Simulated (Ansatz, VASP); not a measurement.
## CaSe: VASP beside Ansatz

INCAR

```
SYSTEM = CaSe
PREC = Accurate
ENCUT = 520
EDIFF = 1E-6
ISMEAR = 0
SIGMA = 0.05
LREAL = .FALSE.
LASPH = .TRUE.
NELM = 60
ALGO = Normal
ISIF = 2
LWAVE = .FALSE.
LCHARG = .FALSE.
GGA = PE
NBANDS = 15
```

The input KPOINTS:

```
Automatic mesh
0
G
  8 8 8
  0 0 0
```

Contents of POSCAR:

```
CaSe
1.0
    0.0000000000      3.2146500000      2.9560000000
    2.9560000000      0.0000000000      2.9560000000
    2.9560000000      3.2146500000      0.0000000000
Ca Se
1 1
Direct
    0.0000000000      0.0000000000      0.0000000000
    0.5000000000      0.5000000000      0.5000000000
```

Input for Ansatz:

```yaml
crystal:
  lattice:
    - [0.0, 3.21465, 2.956]
    - [2.956, 0.0, 2.956]
    - [2.956, 3.21465, 0.0]
  atoms:
    - { symbol: Ca, position: [0.0, 0.0, 0.0] }
    - { symbol: Se, position: [0.5, 0.5, 0.5] }
basis:
  ecutwfc: 420
kpoints:
  mp_grid: { grid: [8, 8, 8] }
hamiltonian:
  xc: pbe
scf:
  occupations: { method: gaussian, width: 0.05 }
output:
  forces: true
  stress: true
  eigenvalues: true
```

Change from the starting cell: strain +0.0875 x Voigt [0, 1, 0, 0, 0, 0], atoms carried along.

Alike in both runs: task single point; functional PBE; k mesh 8 × 8 × 8; occupations gaussian, width 0.05 eV; no spin polarisation.

|  | VASP | Ansatz |
| --- | --- | --- |
| version | VASP 6.6.1 | Ansatz 0.2.0 |
| potentials or method | VASP PAW PBE potentials, release 64 (Ca_sv, Se) | scalar-relativistic, plane waves, PAW |
| plane-wave cutoff (eV) | 520 | 420 |
| valence electrons in the cell | 16 | 26 |

VASP gave:

| Quantity | Value |
| --- | --- |
| gap on the k mesh at the Fermi level (eV) | 2.21 |
| least direct gap on the mesh (eV) | 2.77 |
| pressure (GPa) | -1.8 |
| largest component of the traceless stress (GPa) | 3.02 |

Task: Which values does Ansatz return?

Result: gap on the k mesh at the Fermi level (eV): 2.22; least direct gap on the mesh (eV): 2.77; pressure (GPa): -1.9; largest component of the traceless stress (GPa): 2.96.

The two sets of potentials don't hold the same shells in valence.

A k mesh can miss the band edges.
